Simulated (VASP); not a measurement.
# Au (Im-3m) in VASP: a series of runs

Runs on Au. Level: LDA. Tasks: equation of state.

Everything below comes from runs of VASP 6.6.1. Logs are shortened: lines on timing, memory, paths and dates and some standing lists are left out, and cuts for length are marked.

## Step 1: Starting point

The structure is cubic, space group Im-3m (No. 229). The conventional cell has a = 3.216 Å, b = 3.216 Å, c = 3.216 Å, α = 90.00°, β = 90.00°, γ = 90.00°. Au (site symmetry m-3m) is surrounded by 8 Au at 2.79 Å.

This isn't the form of Au at room conditions, which is fcc.

## Step 2: Equation of state, LDA, 15.97 Å³/atom (a relaxed cell with its volume scaled by 0.96)

File INCAR:

```
SYSTEM = Au
ALGO     = Normal         ! electronic algorithm
EDIFF    = 1E-6           ! SCF threshold, eV
ENCUT    = 520            ! plane-wave cutoff, eV
ISIF     = 2              ! what is computed and relaxed
ISMEAR   = -1             ! smearing method
LASPH    = .True.         ! aspherical terms in the spheres
LCHARG   = .False.        ! write CHGCAR
LREAL    = .False.        ! projectors in reciprocal space
LWAVE    = .False.        ! write WAVECAR
NELM     = 60             ! most SCF steps
PREC     = Accurate       ! precision mode
SIGMA    = 0.05           ! smearing width, eV
```

File KPOINTS:

```
k-points
0
Gamma
  10 10 10
  0 0 0
```

File POSCAR:

```
Au                                      
1.0
   -1.5863012104      1.5863012104      1.5863012104
    1.5863012104     -1.5863012104      1.5863012104
    1.5863012104      1.5863012104     -1.5863012104
  Au            
     1
Direct
     0.0000000000000000    0.0000000000000000    0.0000000000000000
```

Potentials or basis: VASP PAW LDA potentials, release 64 (Au).

On the command line:

```sh
> cat potpaw_LDA.64/Au/POTCAR > POTCAR
> mpirun -np 1 vasp_std > vasp.out
```

OUTCAR:

```text
SYSTEM = Au
   EDIFF = 1E-6
   ENCUT = 520
   ISIF = 2
   ISMEAR = -1
   LASPH = .True.
   LREAL = .False.
   NELM = 60
   PREC = Accurate

 ion  position               nearest neighbor table
   1  0.000  0.000  0.000-

  LATTYP: Found a body centered cubic cell.
 ALAT       =     3.1726024208

  Lattice vectors:

 A1 = (  -1.5863012104,   1.5863012104,   1.5863012104)
 A2 = (   1.5863012104,  -1.5863012104,   1.5863012104)
 A3 = (   1.5863012104,   1.5863012104,  -1.5863012104)

Analysis of symmetry for initial positions (statically):
=====================================================================
 Subroutine PRICEL returns:
 Original cell was already a primitive cell.

 Routine SETGRP: Setting up the symmetry group for a
 body centered cubic supercell.

 Subroutine GETGRP returns: Found 48 space group operations
 (whereof 48 operations were pure point group operations)
 out of a pool of 48 trial point group operations.

The static configuration has the point symmetry O_h .

Analysis of symmetry for dynamics (positions and initial velocities):
=====================================================================
 Subroutine PRICEL returns:
 Original cell was already a primitive cell.

 Routine SETGRP: Setting up the symmetry group for a
 body centered cubic supercell.

 Subroutine GETGRP returns: Found 48 space group operations
 (whereof 48 operations were pure point group operations)
 out of a pool of 48 trial point group operations.

The dynamic configuration has the point symmetry O_h .

 Subroutine INISYM returns: Found 48 space group operations
 (whereof 48 operations are pure point group operations),
 and found     1 'primitive' translations

----------------------------------------------------------------------------------------

                                     Primitive cell

  volume of cell :      15.9668

  direct lattice vectors                    reciprocal lattice vectors
    -1.586301210  1.586301210  1.586301210     0.000000000  0.315198650  0.315198650
     1.586301210 -1.586301210  1.586301210     0.315198650  0.000000000  0.315198650
     1.586301210  1.586301210 -1.586301210     0.315198650  0.315198650  0.000000000

  length of vectors
     2.747554293  2.747554293  2.747554293     0.445758206  0.445758206  0.445758206

  position of ions in fractional coordinates (direct lattice)
     0.000000000  0.000000000  0.000000000

  ion indices of the primitive-cell ions
   primitive index   ion index
                 1           1

----------------------------------------------------------------------------------------

 KPOINTS: k-points

Automatic generation of k-mesh.
 Grid dimensions read from file:
 generate k-points for:   10   10   10

 Generating k-lattice:

  Cartesian coordinates                     Fractional coordinates (reciprocal lattice)
     0.000000000  0.031519865  0.031519865     0.100000000  0.000000000  0.000000000
     0.031519865  0.000000000  0.031519865     0.000000000  0.100000000  0.000000000
     0.031519865  0.031519865  0.000000000     0.000000000  0.000000000  0.100000000

  Length of vectors
     0.044575821  0.044575821  0.044575821

  Shift w.r.t. Gamma in fractional coordinates (k-lattice)
     0.000000000  0.000000000  0.000000000

 Subroutine IBZKPT returns following result:
 ===========================================

 Found     47 irreducible k-points:

 Following reciprocal coordinates:
            Coordinates               Weight
  0.000000  0.000000  0.000000      1.000000
  0.100000  0.000000  0.000000     12.000000
  0.200000  0.000000  0.000000     12.000000
  0.300000  0.000000  0.000000     12.000000
  0.400000  0.000000  0.000000     12.000000
  0.500000  0.000000  0.000000      6.000000
[... 16 lines left out ...]
  0.300000  0.300000  0.100000      8.000000
 -0.300000  0.300000  0.100000     24.000000
 [... further k-points ...]
   k-points           NKPTS =     47   k-points in BZ     NKDIM =     47   number of bands    NBANDS=      9
   number of dos      NEDOS =    301   number of ions     NIONS =      1
   total plane-waves  NPLWV =   8000
   dimension x,y,z NGX =    20 NGY =   20 NGZ =   20
   dimension x,y,z NGXF=    40 NGYF=   40 NGZF=   40
   ions per type =               1
   NGX,Y,Z   is equivalent  to a cutoff of  12.10, 12.10, 12.10 a.u.
   NGXF,Y,Z  is equivalent  to a cutoff of  24.20, 24.20, 24.20 a.u.
 SYSTEM =  Au
   PREC   = accura    normal or accurate (medium, high low for compatibility)
   ISTART =      0    job   : 0-new  1-cont  2-samecut
   ICHARG =      2    charge: 1-file 2-atom 10-const
   ISPIN  =      1    spin polarized calculation?
   LNONCOLLINEAR =      F non collinear calculations
   LSORBIT =      F    spin-orbit coupling
   LASPH  =      T    aspherical Exc in radial PAW
   ENCUT  =  520.0 eV  38.22 Ry    6.18 a.u.   5.11  5.11  5.11*2*pi/ulx,y,z
   NELM   =     60;   NELMIN=  2; NELMDL= -5     # of ELM steps
   EDIFF  = 0.1E-05   stopping-criterion for ELM
   LREAL  =      F    real-space projection
   EDIFFG = 0.1E-04   stopping-criterion for IOM
   NSW    =      0    number of steps for IOM
   IBRION =     -1    ionic relax: 0-MD 1-quasi-New 2-CG
   NFREE  =      0    steps in history (QN), initial steepest desc. (CG)
   ISIF   =      2    stress and relaxation
   ISYM   =      2    0-nonsym 1-usesym 2-fastsym
   POTIM  = 0.5000    time-step for ionic-motion
   TEBEG  =    0.0;   TEEND  =   0.0 temperature during run
   PSTRESS=    0.0 pullay stress
   NELECT =      11.0000    total number of electrons
   NUPDOWN=      -1.0000    fix difference up-down
   EMIN   =  10.00;   EMAX   =-10.00  energy-range for DOS
   EFERMI =   0.00;   METHOD = LEGACY
   ISMEAR =    -1;   SIGMA  =   0.05  broadening in eV -4-tet -1-fermi 0-gaus
   EFERMI_NEDOS =   21; number of points for ismear=-14 and -15
   IALGO  =     38    algorithm
   IMIX   =      4    mixing-type and parameters
     AMIX     =   0.40;   BMIX     =  1.00
     AMIX_MAG =   1.60;   BMIX_MAG =  1.00
  volume/ion in A,a.u.               =      15.97       107.75
  Fermi-wavevector in a.u.,A,eV,Ry     =   1.445884  2.732324 28.444069  2.090580
  Thomas-Fermi vector in A             =   2.564015
   LORBIT       =      0    0 simple, 1 ext, 2 COOP (PROOUT), +10 PAW based schemes
   GGA     = CA    functional components
   LHFCALC =     F    Hartree Fock is set to
   AEXX    =    0.0000 exact exchange contribution
   IVDW    =     0    specifies the selected vdW correction
   LEPSILON=     F    determine dielectric tensor
   LRPA    =     F    only Hartree local field effects (RPA)
 non-spin polarized calculation
  energy-cutoff  :      520.00
  volume of cell :       15.97
 maximum number of plane-waves:       445
   NGX = 11   NGY = 11   NGZ = 11

 number of electron      10.9999999 magnetization

 Free energy of the ion-electron system (eV)
  ---------------------------------------------------
  ext. energy  EPLUGINS =         0.00000000
  ---------------------------------------------------
  free energy    TOTEN  =        -4.39457338 eV

  energy without entropy =       -4.39123419  energy(sigma->0) =       -4.39290378

 E-fermi :  10.5410     XC(G=0): -13.3681

 val. band max:       10.4925509497   @ k =   0.4000   0.1000   0.0000
 cond. band min:      10.7326409706   @ k =   0.3000   0.1000   0.1000
 fundamental gap:      0.2400900210
 Fermi energy:        10.5409620953

 k-point     1 :       0.0000    0.0000    0.0000
  band No.  band energies     occupation
      1      -0.1830      2.00000
      2       5.1390      2.00000
      3       5.1390      2.00000
      4       5.1390      2.00000
      5       7.3239      2.00000
      6       7.3239      2.00000
      7      26.8854      0.00000
      8      26.8854      0.00000
      9      26.8854      0.00000

 k-point     2 :       0.1000    0.0000    0.0000
  band No.  band energies     occupation
      1       0.2047      2.00000
      2       5.0080      2.00000
      3       5.1455      2.00000
      4       5.4281      2.00000
      5       7.1724      2.00000
      6       7.3340      2.00000
      7      26.9054      0.00000
      8      26.9720      0.00000
      9      27.4153      0.00000

 k-point     3 :       0.2000    0.0000    0.0000
  band No.  band energies     occupation
      1       1.2381      2.00000
      2       4.6805      2.00000
      3       5.1716      2.00000
      4       6.2455      2.00000
      5       6.9659      2.00000
      6       7.3729      2.00000
      7      25.0734      0.00000
      8      26.3147      0.00000
      9      28.8773      0.00000

 k-point     4 :       0.3000    0.0000    0.0000
  band No.  band energies     occupation
      1       2.2811      2.00000
      2       4.3031      2.00000
      3       5.7187      2.00000
      4       7.0210      2.00000
      5       7.4170      2.00000
      6       7.4475      2.00000
      7      20.9393      0.00000
      8      24.6355      0.00000
      9      28.3266      0.00000
[... 205 lines left out ...]
 k-point    22 :      -0.2000    0.2000    0.1000
  band No.  band energies     occupation
      1       1.6019      2.00000
      2       4.9479      2.00000
      3       5.2274      2.00000
      4       6.1696      2.00000
      5       6.4369      2.00000
      6       7.6491      2.00000
      7      25.2270      0.00000
      8      26.2697      0.00000
      9      28.4722      0.00000

 k-point    23 :       0.3000    0.3000    0.1000
  band No.  band energies     occupation
      1       3.7106      2.00000
      2       4.9332      2.00000
      3       4.9332      2.00000
      4       7.5597      2.00000
      5       7.5597      2.00000
      6      13.7178      0.00000
      7      16.5279      0.00000
      8      16.5279      0.00000
      9      22.1287      0.00000

 k-point    24 :      -0.3000    0.3000    0.1000
  band No.  band energies     occupation
      1       2.6285      2.00000
      2       4.5955      2.00000
      3       5.4140      2.00000
      4       6.6439      2.00000
      5       7.3473      2.00000
      6       7.8504      2.00000
      7      21.1199      0.00000
      8      24.8942      0.00000
      9      27.0425      0.00000

 [... further k-points ...]
[... 5 lines left out ...]
  --------------------------------------------------------------------------------------
  -------------------------------------------------------------------------------------
  Total        0.8697699      0.8697699      0.8697699      0.0000000     -0.0000000      0.0000000
  in kB       87.2766383     87.2766383     87.2766383      0.0000000     -0.0000000      0.0000000
  external PRESSURE =      87.2766383 kB  Pullay stress =       0.0000000 kB

 VOLUME and BASIS-vectors are now :
 -----------------------------------------------------------------------------
  energy-cutoff  :      520.00
  volume of cell :       15.97
      direct lattice vectors                 reciprocal lattice vectors
    -1.586301210  1.586301210  1.586301210     0.000000000  0.315198650  0.315198650
     1.586301210 -1.586301210  1.586301210     0.315198650  0.000000000  0.315198650
     1.586301210  1.586301210 -1.586301210     0.315198650  0.315198650  0.000000000

 POSITION                                       TOTAL-FORCE (eV/Angst)
 -----------------------------------------------------------------------------------
      0.00000      0.00000      0.00000         0.000000      0.000000     -0.000000
 -----------------------------------------------------------------------------------
    total drift:                                0.000000     -0.000000      0.000000

  FREE ENERGIE OF THE ION-ELECTRON SYSTEM (eV)
  ---------------------------------------------------
  free  energy   TOTEN  =        -4.3945733759 eV

  energy  without entropy=       -4.3912341851  energy(sigma->0) =       -4.39290378
```

It took 6.2 s on 1 thread of Intel Xeon Platinum 8488C (Sapphire Rapids), shared host; peak memory 0.12 GiB.

Results:

```yaml
Free_energy: -4.3946 eV
Pressure: 8.7 GPa
Band_gap_on_the_k_mesh: none (metal or under the smearing width)
```

## Step 3: Equation of state, LDA, 16.30 Å³/atom (a relaxed cell with its volume scaled by 0.98)

INCAR is that of step 2.

KPOINTS is that of step 2.

File POSCAR:

```
Au                                      
1.0
   -1.5972415645      1.5972415645      1.5972415645
    1.5972415645     -1.5972415645      1.5972415645
    1.5972415645      1.5972415645     -1.5972415645
  Au            
     1
Direct
     0.0000000000000000    0.0000000000000000    0.0000000000000000
```

Potentials or basis: VASP PAW LDA potentials, release 64 (Au).

On the command line:

```sh
> cat potpaw_LDA.64/Au/POTCAR > POTCAR
> mpirun -np 1 vasp_std > vasp.out
```

It took 7.4 s on 1 thread of Intel Xeon Platinum 8488C (Sapphire Rapids), shared host; peak memory 0.13 GiB.

The run converged. Its results:

```
Free energy            : -4.4080 eV
Pressure               : 4.0 GPa
Band gap on the k mesh : none (metal or under the smearing width)
```

## Step 4: Equation of state, LDA, 16.63 Å³/atom

INCAR is that of step 3.

KPOINTS is that of step 3.

File POSCAR:

```
Au                                      
1.0
   -1.6080340646      1.6080340646      1.6080340646
    1.6080340646     -1.6080340646      1.6080340646
    1.6080340646      1.6080340646     -1.6080340646
  Au            
     1
Direct
     0.0000000000000000    0.0000000000000000    0.0000000000000000
```

On the command line:

```sh
> cat potpaw_LDA.64/Au/POTCAR > POTCAR
> mpirun -np 1 vasp_std > vasp.out
```

Wall time 5 s (1 thread of Intel Xeon Platinum 8488C (Sapphire Rapids), shared host); peak memory 0.13 GiB.

It converged, with:

```yaml
Free_energy: -4.4122 eV
Pressure: -0.1 GPa
Band_gap_on_the_k_mesh: none (metal or under the smearing width)
```

## Step 5: Equation of state, LDA, 16.96 Å³/atom (a relaxed cell with its volume scaled by 1.02)

INCAR is that of step 4.

KPOINTS is that of step 4.

File POSCAR:

```
Au                                      
1.0
   -1.6186836072      1.6186836072      1.6186836072
    1.6186836072     -1.6186836072      1.6186836072
    1.6186836072      1.6186836072     -1.6186836072
  Au            
     1
Direct
     0.0000000000000000    0.0000000000000000    0.0000000000000000
```

On the command line:

```sh
> cat potpaw_LDA.64/Au/POTCAR > POTCAR
> mpirun -np 1 vasp_std > vasp.out
```

Wall time 4.3 s (1 thread of Intel Xeon Platinum 8488C (Sapphire Rapids), shared host); peak memory 0.13 GiB.

The run converged. Its results:

```yaml
Free_energy: -4.4084 eV
Pressure: -3.7 GPa
Band_gap_on_the_k_mesh: none (metal or under the smearing width)
```

## Step 6: Equation of state, LDA, 17.30 Å³/atom (a relaxed cell with its volume scaled by 1.04)

INCAR is that of step 5.

KPOINTS is that of step 5.

File POSCAR:

```
Au                                      
1.0
   -1.6291948342      1.6291948342      1.6291948342
    1.6291948342     -1.6291948342      1.6291948342
    1.6291948342      1.6291948342     -1.6291948342
  Au            
     1
Direct
     0.0000000000000000    0.0000000000000000    0.0000000000000000
```

Potentials or basis: VASP PAW LDA potentials, release 64 (Au).

On the command line:

```sh
> cat potpaw_LDA.64/Au/POTCAR > POTCAR
> mpirun -np 1 vasp_std > vasp.out
```

Run time: 5 s. Hardware: 1 thread of Intel Xeon Platinum 8488C (Sapphire Rapids), shared host; peak memory 0.13 GiB.

The run converged. Its results:

| Item | Value |
| --- | --- |
| Free energy | -4.3976 eV |
| Pressure | -6.8 GPa |
| Band gap on the k mesh | none (metal or under the smearing width) |

## Step 7: Equation of state, LDA

No new run: the results of the series are fitted here.

What came out:

```yaml
Equilibrium_volume: 16.63 Å³/atom
Bulk_modulus: 192 GPa
Pressure_derivative_of_the_bulk_modulus: "6.0 (rough: it moves with the points fitted)"
```

Energy against volume, from the lowest point:
| volume (Å³/atom) | energy (meV/atom) |
| --- | --- |
| 15.967 | 17.60 |
| 16.299 | 4.21 |
| 16.632 | 0.00 |
| 16.965 | 3.82 |
| 17.297 | 14.56 |

Spin-orbit coupling is left out, which matters for the levels of Au.
